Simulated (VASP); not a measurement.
# In (I4/mmm) in VASP: further runs

Runs on In. Level: PBE. Tasks: relaxation of cell and atoms.

All numbers are computed with VASP 6.6.1; they aren't measurements. Logs are shortened: lines on timing, memory, paths and dates and some standing lists are left out, and cuts for length are marked.

### Step 1. The structure

Symmetry: I4/mmm, No. 139, tetragonal system. Conventional cell: a = 3.251 Å, b = 3.251 Å, c = 4.947 Å, α = 90.00°, β = 90.00°, γ = 90.00°. In (site symmetry 4/mmm) has 12 In at 3.25 to 3.38 Å as nearest neighbours.

### Step 2. Relaxation of cell and atoms, PBE

Input file INCAR:

```
PREC     = Accurate       # precision mode
ENCUT    = 520            # plane-wave cutoff, eV
EDIFF    = 1E-7           # SCF threshold, eV
ISMEAR   = 0              # smearing method
SIGMA    = 0.1            # smearing width, eV
LREAL    = F              # projectors in reciprocal space
LASPH    = T              # aspherical terms in the spheres
NELM     = 60             # most SCF steps
ALGO     = Normal         # electronic algorithm
ISIF     = 3              # what is computed and relaxed
LWAVE    = F              # write WAVECAR
LCHARG   = F              # write CHGCAR
GGA      = PE             # functional
IBRION   = 2              # ionic algorithm
NSW      = 80             # ionic steps
EDIFFG   = -0.002         # ionic threshold
```

Input file KPOINTS:

```
regular mesh
0
Gamma
  18 18 18
```

Input file POSCAR:

```
In
1.0
   -1.6254700000      1.6254700000      2.4737000000
    1.6254700000     -1.6254700000      2.4737000000
    1.6254700000      1.6254700000     -2.4737000000
In
1
Direct
    0.0000000000      0.0000000000      0.0000000000
```

Potentials or basis: VASP PAW PBE potentials, release 64 (In).

Run with:

```console
$ cat potpaw_PBE.64/In/POTCAR > POTCAR
$ mpirun -np 1 vasp_std > vasp.out
```

OUTCAR:

```text
PREC = Accurate
   ENCUT = 520
   EDIFF = 1E-7
   ISMEAR = 0
   LREAL = F
   LASPH = T
   NELM = 60
   ISIF = 3
   GGA = PE
   IBRION = 2
   NSW = 80
   EDIFFG = -0.002

 ion  position               nearest neighbor table
   1  0.000  0.000  0.000-

  LATTYP: Found a body centered tetragonal cell.
 ALAT       =     3.2509400000
 C/A-ratio  =     1.5218367611

  Lattice vectors:

 A1 = (  -1.6254700000,   1.6254700000,   2.4737000000)
 A2 = (   1.6254700000,  -1.6254700000,   2.4737000000)
 A3 = (   1.6254700000,   1.6254700000,  -2.4737000000)

Analysis of symmetry for initial positions (statically):
=====================================================================
 Subroutine PRICEL returns:
 Original cell was already a primitive cell.

 Routine SETGRP: Setting up the symmetry group for a
 body centered tetragonal supercell.

 Subroutine GETGRP returns: Found 16 space group operations
 (whereof 16 operations were pure point group operations)
 out of a pool of 16 trial point group operations.

The static configuration has the point symmetry D_4h.

Analysis of symmetry for dynamics (positions and initial velocities):
=====================================================================
 Subroutine PRICEL returns:
 Original cell was already a primitive cell.

 Routine SETGRP: Setting up the symmetry group for a
 body centered tetragonal supercell.

 Subroutine GETGRP returns: Found 16 space group operations
 (whereof 16 operations were pure point group operations)
 out of a pool of 16 trial point group operations.

The dynamic configuration has the point symmetry D_4h.

 Subroutine INISYM returns: Found 16 space group operations
 (whereof 16 operations are pure point group operations),
 and found     1 'primitive' translations

----------------------------------------------------------------------------------------

                                     Primitive cell

  volume of cell :      26.1436

  direct lattice vectors                    reciprocal lattice vectors
    -1.625470000  1.625470000  2.473700000     0.000000000  0.307603339  0.202126369
     1.625470000 -1.625470000  2.473700000     0.307603339  0.000000000  0.202126369
     1.625470000  1.625470000 -2.473700000     0.307603339  0.307603339  0.000000000

  length of vectors
     3.376906444  3.376906444  3.376906444     0.368069129  0.368069129  0.435016814

  position of ions in fractional coordinates (direct lattice)
     0.000000000  0.000000000  0.000000000

  ion indices of the primitive-cell ions
   primitive index   ion index
                 1           1

----------------------------------------------------------------------------------------

 KPOINTS: regular mesh

Automatic generation of k-mesh.
 Grid dimensions read from file:
 generate k-points for:   18   18   18

 Generating k-lattice:

  Cartesian coordinates                     Fractional coordinates (reciprocal lattice)
     0.000000000  0.017089074  0.011229243     0.055555556  0.000000000 -0.000000000
     0.017089074  0.000000000  0.011229243     0.000000000  0.055555556 -0.000000000
     0.017089074  0.017089074  0.000000000     0.000000000  0.000000000  0.055555556

  Length of vectors
     0.020448285  0.020448285  0.024167601

  Shift w.r.t. Gamma in fractional coordinates (k-lattice)
     0.000000000  0.000000000  0.000000000

 Subroutine IBZKPT returns following result:
 ===========================================

 Found    480 irreducible k-points:

 Following reciprocal coordinates:
            Coordinates               Weight
  0.000000  0.000000  0.000000      1.000000
  0.055556  0.000000 -0.000000      8.000000
  0.111111  0.000000 -0.000000      8.000000
  0.166667  0.000000 -0.000000      8.000000
  0.222222  0.000000 -0.000000      8.000000
  0.277778  0.000000 -0.000000      8.000000
[... 16 lines left out ...]
 -0.277778  0.055556  0.000000     16.000000
 -0.222222  0.055556  0.000000     16.000000
 [... further k-points ...]
   k-points           NKPTS =    480   k-points in BZ     NKDIM =    480   number of bands    NBANDS=      5
   number of dos      NEDOS =    301   number of ions     NIONS =      1
   total plane-waves  NPLWV =  21952
   dimension x,y,z NGX =    28 NGY =   28 NGZ =   28
   dimension x,y,z NGXF=    56 NGYF=   56 NGZF=   56
   ions per type =               1
   NGX,Y,Z   is equivalent  to a cutoff of  13.78, 13.78, 13.78 a.u.
   NGXF,Y,Z  is equivalent  to a cutoff of  27.57, 27.57, 27.57 a.u.
 SYSTEM =  unknown system
   PREC   = accura    normal or accurate (medium, high low for compatibility)
   ISTART =      0    job   : 0-new  1-cont  2-samecut
   ICHARG =      2    charge: 1-file 2-atom 10-const
   ISPIN  =      1    spin polarized calculation?
   LNONCOLLINEAR =      F non collinear calculations
   LSORBIT =      F    spin-orbit coupling
   LASPH  =      T    aspherical Exc in radial PAW
   ENCUT  =  520.0 eV  38.22 Ry    6.18 a.u.   6.28  6.28  6.28*2*pi/ulx,y,z
   NELM   =     60;   NELMIN=  2; NELMDL= -5     # of ELM steps
   EDIFF  = 0.1E-06   stopping-criterion for ELM
   LREAL  =      F    real-space projection
   EDIFFG = -.2E-02   stopping-criterion for IOM
   NSW    =     80    number of steps for IOM
   IBRION =      2    ionic relax: 0-MD 1-quasi-New 2-CG
   NFREE  =      1    steps in history (QN), initial steepest desc. (CG)
   ISIF   =      3    stress and relaxation
   ISYM   =      2    0-nonsym 1-usesym 2-fastsym
   POTIM  = 0.5000    time-step for ionic-motion
   TEBEG  =    0.0;   TEEND  =   0.0 temperature during run
   PSTRESS=    0.0 pullay stress
   NELECT =       3.0000    total number of electrons
   NUPDOWN=      -1.0000    fix difference up-down
   EMIN   =  10.00;   EMAX   =-10.00  energy-range for DOS
   EFERMI =   0.00;   METHOD = LEGACY
   ISMEAR =     0;   SIGMA  =   0.10  broadening in eV -4-tet -1-fermi 0-gaus
   EFERMI_NEDOS =   21; number of points for ismear=-14 and -15
   IALGO  =     38    algorithm
   IMIX   =      4    mixing-type and parameters
     AMIX     =   0.40;   BMIX     =  1.00
     AMIX_MAG =   1.60;   BMIX_MAG =  1.00
  volume/ion in A,a.u.               =      26.14       176.43
  Fermi-wavevector in a.u.,A,eV,Ry     =   0.795537  1.503347  8.610839  0.632879
  Thomas-Fermi vector in A             =   1.901884
   LORBIT       =      0    0 simple, 1 ext, 2 COOP (PROOUT), +10 PAW based schemes
   GGA     = PE    functional components
   LHFCALC =     F    Hartree Fock is set to
   AEXX    =    0.0000 exact exchange contribution
   IVDW    =     0    specifies the selected vdW correction
   LEPSILON=     F    determine dielectric tensor
   LRPA    =     F    only Hartree local field effects (RPA)
 conjugate gradient relaxation of ions
 non-spin polarized calculation
 Gauss-broadening in eV      SIGMA  =   0.10
  energy-cutoff  :      520.00
  volume of cell :       26.14
 maximum number of plane-waves:       722
 NGX is ok and might be reduce to    28
   NGX = 13   NGY = 13   NGZ = 13

--------------------------------------- Ionic step        1  -------------------------------------------

 number of electron       3.0000000 magnetization

 Free energy of the ion-electron system (eV)
  ---------------------------------------------------
  ext. energy  EPLUGINS =         0.00000000
  ---------------------------------------------------
  free energy    TOTEN  =        -2.55035472 eV

  energy without entropy =       -2.54775223  energy(sigma->0) =       -2.54905348

 E-fermi :   5.0046     XC(G=0):  -9.7618

 val. band max:        5.0030251029   @ k =   0.2778   0.2778   0.1111
 cond. band min:       5.0065681123   @ k =   0.5000   0.5000   0.2222
 fundamental gap:      0.0035430094
 Fermi energy:         5.0046006629

 k-point     1 :       0.0000    0.0000    0.0000
  band No.  band energies     occupation
      1      -4.5432      2.00000
      2      15.5803      0.00000
      3      15.5803      0.00000
      4      15.7538      0.00000
      5      16.5878      0.00000
[... 177 lines left out ...]
 k-point    24 :      -0.2222    0.0556    0.0000
  band No.  band energies     occupation
      1      -3.5499      2.00000
      2       9.6873      0.00000
      3      13.3791      0.00000
      4      14.5396      0.00000
      5      16.7394      0.00000

 [... further k-points ...]

------------------------ aborting loop because EDIFF is reached ----------------------------------------

  FORCE on cell =-STRESS in cart. coord.  units (eV):
  Direction    XX          YY          ZZ          XY          YZ          ZX
  --------------------------------------------------------------------------------------
  -------------------------------------------------------------------------------------
  Total        0.3398543      0.3398543      0.3670823      0.0000000      0.0000000      0.0000000
  in kB       20.8275619     20.8275619     22.4961987      0.0000000      0.0000000      0.0000000
  external PRESSURE =      21.3837741 kB  Pullay stress =       0.0000000 kB
[... 86 lines left out ...]
  FREE ENERGIE OF THE ION-ELECTRON SYSTEM (eV)
  ---------------------------------------------------
  free  energy   TOTEN  =        -2.5592731868 eV

  energy  without entropy=       -2.5566419196  energy(sigma->0) =       -2.55795755

[... ionic steps 4 to 16 ...]

--------------------------------------- Ionic step       17  -------------------------------------------

 number of electron       3.0000000 magnetization

------------------------ aborting loop because EDIFF is reached ----------------------------------------
[... 65 lines left out ...]
--------------------------------------- Ionic step       19  -------------------------------------------

 number of electron       3.0000000 magnetization

 Free energy of the ion-electron system (eV)
  ---------------------------------------------------
  ext. energy  EPLUGINS =         0.00000000
  ---------------------------------------------------
  free energy    TOTEN  =        -2.56163665 eV

  energy without entropy =       -2.55930505  energy(sigma->0) =       -2.56047085

 E-fermi :   4.5466     XC(G=0):  -9.5433

 val. band max:        4.5371013326   @ k =  -0.3889  -0.3889   0.1111
 cond. band min:       4.5491029872   @ k =  -0.3889   0.4444   0.1667
 fundamental gap:      0.0120016546
 Fermi energy:         4.5465709790

 k-point     1 :       0.0000    0.0000    0.0000
  band No.  band energies     occupation
      1      -4.6445      2.00000
      2      14.6888      0.00000
      3      14.6888      0.00000
      4      14.6889      0.00000
      5      15.9667      0.00000
[... 177 lines left out ...]
 k-point    24 :      -0.2222    0.0556    0.0000
  band No.  band energies     occupation
      1      -3.7109      2.00000
      2       9.0714      0.00000
      3      12.7973      0.00000
      4      13.6593      0.00000
      5      15.7023      0.00000

 [... further k-points ...]

------------------------ aborting loop because EDIFF is reached ----------------------------------------

  FORCE on cell =-STRESS in cart. coord.  units (eV):
  Direction    XX          YY          ZZ          XY          YZ          ZX
  --------------------------------------------------------------------------------------
  -------------------------------------------------------------------------------------
  Total       -0.0003987     -0.0003987     -0.0005921      0.0000000      0.0000000      0.0000000
  in kB       -0.0231950     -0.0231950     -0.0344501      0.0000000      0.0000000      0.0000000
  external PRESSURE =      -0.0269467 kB  Pullay stress =       0.0000000 kB
[... 16 lines left out ...]
  FREE ENERGIE OF THE ION-ELECTRON SYSTEM (eV)
  ---------------------------------------------------
  free  energy   TOTEN  =        -2.5616366537 eV

  energy  without entropy=       -2.5593050483  energy(sigma->0) =       -2.56047085

 reached required accuracy - stopping structural energy minimisation
```

Run time: 3.8 min. Hardware: 1 thread of Intel Xeon Platinum 8488C (Sapphire Rapids), shared host; peak memory 0.24 GiB.

What came out:

- Free energy: -2.5616 eV
- Relaxed volume: 27.54 Å³/atom
- Relaxed cell: a = 3.390 Å, b = 3.390 Å, c = 3.390 Å, α = 120.00°, β = 120.00°, γ = 90.00°
- Space group after relaxing (to 0.05 Å): Fm-3m (No. 225)
- Energy gained by relaxing: 11.3 meV/atom
- Ionic steps: 19
- Pressure after relaxing: 0.0 GPa
- Band gap on the k mesh: none (metal or under the smearing width)

The path:
```
step  energy change (eV)  largest force (eV/Å)  pressure (GPa)  volume (Å³)
   1              0.0000                0.0000            2.14        26.14
   2             -0.0089                0.0000            0.10        27.49
   3             -0.0089                0.0000            0.00        27.56
   4             -0.0089                0.0000            0.03        27.53
   5             -0.0089                0.0000            0.04        27.54
   6             -0.0090                0.0000            0.03        27.54
   7             -0.0090                0.0000            0.02        27.56
   8             -0.0092                0.0000           -0.01        27.58
   9             -0.0098                0.0000           -0.09        27.62
  10             -0.0112                0.0000           -0.20        27.69
  11             -0.0112                0.0000           -0.20        27.68
  12             -0.0112                0.0000           -0.18        27.68
  13             -0.0112                0.0000           -0.15        27.65
  14             -0.0112                0.0000           -0.08        27.60
  15             -0.0112                0.0000           -0.11        27.62
  16             -0.0112                0.0000           -0.11        27.61
  17             -0.0113                0.0000           -0.06        27.58
  18             -0.0113                0.0000            0.03        27.51
  19             -0.0113                0.0000            0.00        27.54
```

Final structure:
```cif
data_structure
_symmetry_space_group_name_H-M 'P 1'
_symmetry_Int_Tables_number 1
_cell_length_a 3.3896
_cell_length_b 3.3896
_cell_length_c 3.3896
_cell_angle_alpha 120.002
_cell_angle_beta 120.002
_cell_angle_gamma 89.997
_cell_volume 27.54
loop_
_atom_site_label
_atom_site_type_symbol
_atom_site_fract_x
_atom_site_fract_y
_atom_site_fract_z
_atom_site_occupancy
In1 In 0.00000 0.00000 0.00000 1
```

PBE usually gives volumes a little too large and moduli too small. Zero-point motion and thermal expansion aren't in these numbers.

### Step 3. Relaxation of cell and atoms, PBE

This run uses another cell than the first one, of 27.54 Å³/atom, 1.053 times its volume.

INCAR is that of step 2.

KPOINTS is that of step 2.

Input file POSCAR:

```
In                                      
1.0
   -1.6947599214      1.6947599214      2.3968929592
    1.6947599214     -1.6947599214      2.3968929592
    1.6947599214      1.6947599214     -2.3968929592
  In            
     1
Direct
     0.0000000000000000    0.0000000000000000    0.0000000000000000
```

Potentials or basis: VASP PAW PBE potentials, release 64 (In).

Run with:

```console
$ cat potpaw_PBE.64/In/POTCAR > POTCAR
$ mpirun -np 1 vasp_std > vasp.out
```

It took 29 s on 1 thread of Intel Xeon Platinum 8488C (Sapphire Rapids), shared host; peak memory 0.23 GiB.

It converged, with:

| Item | Value |
| --- | --- |
| Free energy | -2.5616 eV |
| Pressure after relaxing | 0.0 GPa |
| Band gap on the k mesh | none (metal or under the smearing width) |

Final structure:
```
In
1.0
    -1.69476    1.69476    2.39689
     1.69476   -1.69476    2.39689
     1.69476    1.69476   -2.39689
In
1
Direct
  0.00000 0.00000 0.00000
```

Levels at points of the mesh, in eV from the Fermi level:
```
           k point  band 1  band 2  band 3  band 4  band 5
(0.00, 0.00, 0.00)   -9.19   10.14   10.14   10.14   11.42
(0.50, 0.00, 0.00)   -4.34   -3.16    8.09    8.09   10.73
(0.50, 0.50, 0.00)   -2.19   -2.05    3.94    3.94    7.04
(0.50, 0.50, 0.50)   -2.19   -2.05    3.94    3.94    7.04
```

Caveat: the relaxation stopped at its first step, so nothing moved.
